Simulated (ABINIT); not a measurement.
Runs of ABINIT 10.8.3 (patched build) on Re. Symmetry: P6_3/mmc, No. 194, hexagonal system. Conventional cell: a = 2.766 Å, b = 2.766 Å, c = 8.939 Å, α = 90.00°, β = 90.00°, γ = 120.00°. Re (site symmetry -6m2) is surrounded by 12 Re at 2.75 to 2.77 Å. Re (site symmetry -3m) has 12 Re at 2.75 to 2.77 Å as nearest neighbours. 

```tsv
task	level	potentials or basis	k mesh	cutoff (eV)	fine-grid cutoff	mesh quality	gap on the mesh (eV)	pressure (GPa)
band structure	revPBE	JTH PAW PBE v2.0	11 × 11 × 3	599	1197.3 eV	not flagged	none	5.5
band structure	PBEsol	JTH PAW PBE v2.0	11 × 11 × 3	463	925.187 eV	not flagged	none	-
single point	r2SCAN	JTH PAW PBE v2.0	7 × 7 × 2	707	1306.15 eV	coarse	none	-
band structure	HCTH407	JTH PAW PBE v2.0	11 × 11 × 3	599	1197.3 eV	not flagged	none	(a)
single point	LDA	JTH PAW LDA v2.0	9 × 9 × 2	463	925.187 eV	not flagged	none	-
band structure	BP86	JTH PAW PBE v2.0	11 × 11 × 3	463	925.187 eV	not flagged	none	-
band structure	PBE	JTH PAW PBE v2.0	11 × 11 × 3	463	925.187 eV	not flagged	none	-
band structure	SOGGA	JTH PAW PBE v2.0	11 × 11 × 3	599	1197.3 eV	not flagged	none	-9.7
```

Alike in all rows: no spin polarisation; cell as given; smearing fermi-dirac 0.05 eV.

Question: Estimate the missing entries.

Answer: (a) -12.2.

Caveats: some runs use coarse meshes; the PAW data sets were made with another functional, which shifts forces and pressure a little (some runs).

A k mesh can miss the band edges, and the runs leave out spin-orbit coupling on Re.

A gap of «none» marks a metal or a gap under the smearing width.

Not every run made on this cell is shown here.
